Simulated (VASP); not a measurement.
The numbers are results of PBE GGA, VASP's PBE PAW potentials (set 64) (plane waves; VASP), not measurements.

The input files of a VASP run:

**INCAR**
```
SYSTEM = CuInS2
PREC = Accurate
ENCUT = 300
EDIFF = 1E-6
NELM = 100
ALGO = Normal
LREAL = .FALSE.
LASPH = .TRUE.
ISMEAR = 0
SIGMA = 0.02
GGA = PE
LMAXMIX = 4
LWAVE = .FALSE.
LCHARG = .FALSE.
ISIF = 2
```

**KPOINTS**
```
Automatic mesh
0
Gamma
 6 6 6
```

**POSCAR**
```
CuInS2
1
   -2.7740760000     2.7740760000     5.5933820000
    2.7740760000    -2.7740760000     5.5933820000
    2.7740760000     2.7740760000    -5.5933820000
In Cu S
2 2 4
Direct
  0.5000000000   0.5000000000   0.0000000000
  0.2500000000   0.7500000000   0.5000000000
  0.0000000000   0.0000000000   0.0000000000
  0.7500000000   0.2500000000   0.5000000000
  0.8750000000   0.8950000000   0.5200000000
  0.1050000000   0.6250000000   0.9800000000
  0.3750000000   0.3550000000   0.4800000000
  0.6450000000   0.1250000000   0.0200000000
```

POTCAR, in this order: In_d Cu S (PBE.64 set). Program: vasp_std.

The run wrote:

OSZICAR:
```
       N       E                     dE             d eps       ncg     rms          rms(c)
DAV:   1     0.616772047867E+03    0.61677E+03   -0.23281E+04  2580   0.136E+03
DAV:   2     0.579766418555E+02   -0.55880E+03   -0.54593E+03  2604   0.390E+02
DAV:   3    -0.299149712259E+02   -0.87892E+02   -0.86547E+02  3495   0.178E+02
DAV:   4    -0.351536838321E+02   -0.52387E+01   -0.51929E+01  3864   0.461E+01
DAV:   5    -0.353058202338E+02   -0.15214E+00   -0.15190E+00  3968   0.809E+00    0.169E+01
DAV:   6    -0.345868073161E+02    0.71901E+00   -0.35947E+01  3629   0.848E+01    0.113E+01
DAV:   7    -0.327603647266E+02    0.18264E+01   -0.10105E+01  3544   0.738E+01    0.704E+00
DAV:   8    -0.330415319547E+02   -0.28117E+00   -0.35466E+00  3992   0.152E+01    0.398E+00
DAV:   9    -0.329189998231E+02    0.12253E+00   -0.13383E+00  3489   0.176E+01    0.111E+00
DAV:  10    -0.329188632981E+02    0.13653E-03   -0.17184E-01  3605   0.780E+00    0.531E-01
DAV:  11    -0.329166621951E+02    0.22011E-02   -0.34496E-02  3765   0.285E+00    0.196E-01
DAV:  12    -0.329169311671E+02   -0.26897E-03   -0.37648E-03  3848   0.454E-01    0.120E-01
DAV:  13    -0.329169576877E+02   -0.26521E-04   -0.16801E-04  3981   0.849E-02    0.109E-01
DAV:  14    -0.329169600621E+02   -0.23744E-05   -0.50752E-04  3610   0.369E-01    0.357E-02
DAV:  15    -0.329169600852E+02   -0.23088E-07   -0.67658E-05  3336   0.522E-02    0.278E-02
DAV:  16    -0.329169561609E+02    0.39243E-05   -0.90871E-06  3717   0.402E-02    0.227E-02
DAV:  17    -0.329169543040E+02    0.18569E-05   -0.27019E-05  3021   0.856E-02    0.861E-03
DAV:  18    -0.329169549616E+02   -0.65762E-06   -0.85255E-06  3148   0.194E-02
   1 F= -.32916955E+02 E0= -.32916955E+02  d E =-.654199E-08
```

**OUTCAR**
```
------------------------ aborting loop because EDIFF is reached ----------------------------------------
  FORCE on cell =-STRESS in cart. coord.  units (eV):
  Direction    XX          YY          ZZ          XY          YZ          ZX
  --------------------------------------------------------------------------------------
  Total        1.1135445      1.1135445      0.8972695      0.0000000      0.0000000      0.0000000
  in kB       10.3620806     10.3620806      8.3495355      0.0000000      0.0000000      0.0000000
  external PRESSURE =       9.6912322 kB  Pullay stress =       0.0000000 kB
  volume of cell :      172.18
      direct lattice vectors                 reciprocal lattice vectors
    -2.774076000  2.774076000  5.593382000     0.000000000  0.180240195  0.089391356
     2.774076000 -2.774076000  5.593382000     0.180240195  0.000000000  0.089391356
     2.774076000  2.774076000 -5.593382000     0.180240195  0.180240195  0.000000000
 POSITION                                       TOTAL-FORCE (eV/Angst)
 -----------------------------------------------------------------------------------
      0.00000      0.00000      5.59338         0.000000      0.000000      0.000000
      2.77408      0.00000      2.79669         0.000000      0.000000      0.000000
      0.00000      0.00000      0.00000        -0.000000      0.000000     -0.000000
      0.00000      2.77408      2.79669        -0.000000      0.000000      0.000000
      1.49800      1.38704      6.99173         0.495177      0.000000      0.000000
      4.16111      1.27607     -1.39835         0.000000     -0.495177     -0.000000
      1.27607      1.38704      1.39835        -0.495177      0.000000     -0.000000
     -1.38704      1.49800      4.19504         0.000000      0.495177      0.000000
 -----------------------------------------------------------------------------------
    total drift:                               -0.000052     -0.000052     -0.000041
  FREE ENERGIE OF THE ION-ELECTRON SYSTEM (eV)
  ---------------------------------------------------
  free  energy   TOTEN  =       -32.9169549616 eV

  energy  without entropy=      -32.9169549551  energy(sigma->0) =      -32.91695496
```
(Selected blocks of OUTCAR.)

File OUTCAR:
```
 val. band max:        5.1859505581   @ k =   0.0000   0.0000   0.0000

 cond. band min:       5.3103917426   @ k =   0.0000   0.0000   0.0000


 Fermi energy:         5.2481694516

 k-point     1 :       0.0000    0.0000    0.0000
  band No.  band energies     occupation
      1     -10.0617      2.00000
      2     -10.0597      2.00000
      3     -10.0597      2.00000
      4      -9.7308      2.00000
      5      -9.7061      2.00000
      6      -9.7061      2.00000
      7      -9.6202      2.00000
      8      -9.6193      2.00000
      9      -9.5927      2.00000
     10      -9.5793      2.00000
     11      -8.9663      2.00000
     12      -7.2561      2.00000
     13      -7.2251      2.00000
     14      -7.2251      2.00000
     15      -1.6625      2.00000
     16      -0.7203      2.00000
     17       0.1918      2.00000
     18       0.6741      2.00000
     19       0.7606      2.00000
     20       1.1273      2.00000
     21       1.1273      2.00000
     22       1.5302      2.00000
     23       1.5302      2.00000
     24       1.9513      2.00000
     25       1.9513      2.00000
     26       2.0107      2.00000
     27       3.3720      2.00000
     28       3.3843      2.00000
     29       3.4955      2.00000
     30       3.7618      2.00000
     31       3.7618      2.00000
     32       3.7720      2.00000
     33       3.8935      2.00000
     34       5.1430      2.00000
     35       5.1430      2.00000
     36       5.1860      1.99999
     37       5.3104      0.00001
     38       7.3596      0.00000
     39       7.7179      0.00000
     40       9.2140      0.00000
     41       9.2140      0.00000
     42      10.1283      0.00000
     43      10.1916      0.00000

 k-point     2 :       0.1667    0.0000    0.0000
  band No.  band energies     occupation
      1     -10.0722      2.00000
      2     -10.0618      2.00000
      3     -10.0503      2.00000
      4      -9.7512      2.00000
      5      -9.7215      2.00000
...
```

At this cut-off the stress carries a Pulay error, which pulls relaxed volumes low. Unless said otherwise, spin-orbit coupling is left out, though it shifts the bands of the heavy elements here.

The structure is a typed CuInS2 crystal. The cell was not relaxed at this level.
